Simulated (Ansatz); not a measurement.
(111) slab cut from the bulk of Ta, 15 Å of vacuum:

```
CELL_PARAMETERS angstrom
2.98613 0.00000 0.00000
-1.49306 2.58606 0.00000
0.00000 0.00000 24.75265
ATOMIC_POSITIONS crystal
Ta 0.66667 0.33333 0.30300
Ta 0.33333 0.66667 0.40150
Ta 0.00000 0.00000 0.50000
Ta 0.66667 0.33333 0.59850
Ta 0.33333 0.66667 0.69700
```

These are results of DFT PBE, scalar-relativistic, plane waves, PAW in Ansatz 0.2.0, not measurements. Cutoff 420 eV; k points 12×12×1 on the computed 5-atom cell (Γ-centred); Gaussian smearing, width 0.10 eV; no spin polarisation. The cell repeats along c with a dipole correction in the vacuum.

This base run converges in 8 iterations with a largest force of 0.143 eV/Å and a work function of 4.66 eV on the top face.

One setting at a time is then changed, some of them on purpose to poor values; changes count from the base run, energies are extrapolated to zero smearing, γ keeps the base's bulk energy, atoms stay where they are, a change of functional drops any dispersion correction, and risky runs are capped at 50 to 100 iterations.

(1) What does each change do? k mesh 1×1×1; occupations gaussian 0.5 eV; field of 0.1 V/Å along c; occupations cold 0.2 eV; occupations gaussian 0.01 eV; no preconditioner, β = 0.7; functional PBEsol; the slab thickened to 6 atoms (same faces, atoms at the bulk's places).

Spin-orbit coupling is left out, which matters for the bands of heavy elements. The smearing is narrow for a metal on this mesh.

## Answers

(1)
```tsv
change	outcome	SCF iterations	ΔE (meV/atom)	Δγ (J/m²)	Δφ top (eV)	largest force (eV/Å)	largest change of a force (eV/Å)
k mesh 1×1×1	converged	22	+136.3	+0.707	+1.77	6.782	6.925
occupations gaussian 0.5 eV	converged	8	-2.9	-0.015	+0.01	0.135	0.031
field of 0.1 V/Å along c	converged	11	-0.6			0.147	0.005
occupations cold 0.2 eV	converged	8	+0.2	+0.001	-0.01	0.137	0.030
occupations gaussian 0.01 eV	converged	13	+0.7	+0.004	+0.03	0.158	0.023
no preconditioner, β = 0.7	converged with warnings	15	0.0	0.000		0.143	0.000
functional PBEsol	converged	7			+0.09	0.444	0.301
the slab thickened to 6 atoms (same faces, atoms at the bulk's places)	converged	8	-76.7	+0.006	-0.01	0.167
```

The reference crystal is the fcc form of Ta, which isn't its usual structure.

Cost: 9 runs of about 2.4 core-minutes in all, on Arm Neoverse V1 (shared hosts).